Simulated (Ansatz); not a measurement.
Wanted: the native input for an Ansatz 0.2.0 run.

* Task: single point
* Functional: PBE
* Potentials or basis: all-electron LAPW, scalar-relativistic
* Cutoff: 225 eV (chosen from the basis error)
* Basis error allowed: 0.001 eV/atom
* k mesh: 10 × 10 × 10
* Occupations: fermi-dirac, width 0.05 eV
* Spin: no spin polarisation

The system is TiAl3.

```xyz
4
Lattice="-1.9111 1.9111 4.2807 1.9111 -1.9111 4.2807 1.9111 1.9111 -4.2807" Properties=species:S:1:pos:R:3 pbc="T T T"
Ti    0.0100   -0.0282   -0.0191
Al    1.9410    0.0420    2.1030
Al   -0.0123    1.9116    2.1052
Al   -0.0290    0.0296    4.2389
```

The cell comes from a database or a generator and needn't be the stable form of this composition.

The cell isn't the ideal one: atoms moved at random, drawn with an rms of 0.05 Å.

One way to write it, as run:

input.yaml

```yaml
crystal:
  lattice:
    - [-1.9111067713, 1.9111067713, 4.2806687947]
    - [1.9111067713, -1.9111067713, 4.2806687947]
    - [1.9111067713, 1.9111067713, -4.2806687947]
  atoms:
    - { symbol: Ti, position: [-0.009619, 0.000376, -0.004786] }
    - { symbol: Al, position: [0.256637, 0.753473, 0.518822] }
    - { symbol: Al, position: [0.746038, 0.242683, 0.496925] }
    - { symbol: Al, position: [0.502858, 0.487531, 0.00014] }
kpoints:
  mp_grid: { grid: [10, 10, 10] }
scf:
  occupations: { method: fermi_dirac, width: 0.05 }
hamiltonian:
  xc: pbe
  pseudopotentials: { kind: all_electron, lapw: { basis_error: 0.001 } }
output:
  forces: true
  stress: true
  eigenvalues: true
  populations: true
```

Potentials or basis: all-electron LAPW, scalar-relativistic.

Command:

```console
$ ansatz run input.yaml --threads 2 --pin off --max-ram 6144MiB --backend cpu --events-out ev --progress --plain --runs-dir out
```

It gave:

```json
{"Pressure": "2.3 GPa", "Largest force": "0.630 eV/Å", "Band gap on the k mesh": "none (metal or under the smearing width)", "Loewdin charges": "Ti +0.53; Al -0.15, -0.10 e"}
```

Wall time 2.9 min on 2 threads of Arm Neoverse V1, with other jobs on the host, peak memory 1.4 GiB.
